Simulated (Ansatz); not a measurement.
ZnS: a ladder of calculations

Cell of run 1: a Materials Project structure (computed, not necessarily an observed phase), atoms as given.

```
Zn S
1.0
     3.80650    0.00000    0.00000
    -1.90325    3.29653    0.00000
     0.00000    0.00000   56.08026
Zn S
18 18
Direct
  0.00000 0.00000 0.16671
  0.00000 0.00000 0.55556
  0.33333 0.66667 0.72224
  0.66667 0.33333 0.27781
  0.00000 0.00000 0.66673
  0.33333 0.66667 0.05560
  0.66667 0.33333 0.61114
  0.66667 0.33333 0.11116
  0.66667 0.33333 0.44448
  0.33333 0.66667 0.22226
  0.66667 0.33333 0.77780
  0.66667 0.33333 0.94448
  0.33333 0.66667 0.38891
  0.00000 0.00000 0.33336
  0.33333 0.66667 0.83340
  0.00000 0.00000 0.00007
  0.33333 0.66667 0.50006
  0.00000 0.00000 0.88891
  0.66667 0.33333 0.98612
  0.33333 0.66667 0.54162
  0.33333 0.66667 0.43048
  0.00000 0.00000 0.04165
  0.66667 0.33333 0.48612
  0.66667 0.33333 0.65278
  0.66667 0.33333 0.15275
  0.33333 0.66667 0.76380
  0.00000 0.00000 0.70831
  0.66667 0.33333 0.81944
  0.00000 0.00000 0.37497
  0.00000 0.00000 0.93047
  0.00000 0.00000 0.59712
  0.33333 0.66667 0.26386
  0.33333 0.66667 0.87496
  0.33333 0.66667 0.09720
  0.66667 0.33333 0.31941
  0.00000 0.00000 0.20831
```

Atoms are numbered from 1 in the order listed; like atoms form one site, named after its first atom.

All runs are DFT with Ansatz 0.2.0 (plane waves and PAW, scalar-relativistic unless spin–orbit coupling is named, Γ-centred meshes, Fermi–Dirac smearing where given) in this cell.

Run 1: PBE, atoms as given; 420 eV, 8×8×1 k-points, smearing 0.02 eV.
Run 2: r2SCAN, atoms as given; 500 eV, 8×8×1 k-points, smearing 0.02 eV.
Run 3: PBE, gradients read without the response of the cores, atoms as given; 420 eV, 8×8×1 k-points, smearing 0.02 eV.

Problem. What does each run give, and what moves the gradients most?

Solution. 

```
run  S19 V_zz (η)  S23 V_zz (η)  S30 V_zz (η)  S31 V_zz (η)
  1   0.24 (0.00)   0.24 (0.00)   0.16 (0.00)   0.16 (0.00)
  2   0.26 (0.00)   0.26 (0.00)   0.14 (0.00)   0.14 (0.00)
  3   0.24 (0.00)   0.23 (0.00)   0.15 (0.00)   0.16 (0.00)
```

V_zz in 10²¹ V/m²; 4 of the 21 sets of like atoms are followed. Against run 1, the gradient tensors on these sites move by at most 0.02 in run 2 (S23), 0.00 in run 3. Taken one at a time, the functional (r2SCAN with its higher cutoff) moves the tensors on these sites by up to 0.02 (largest principal value of the change, on S23), the response of the cores by 0.00.
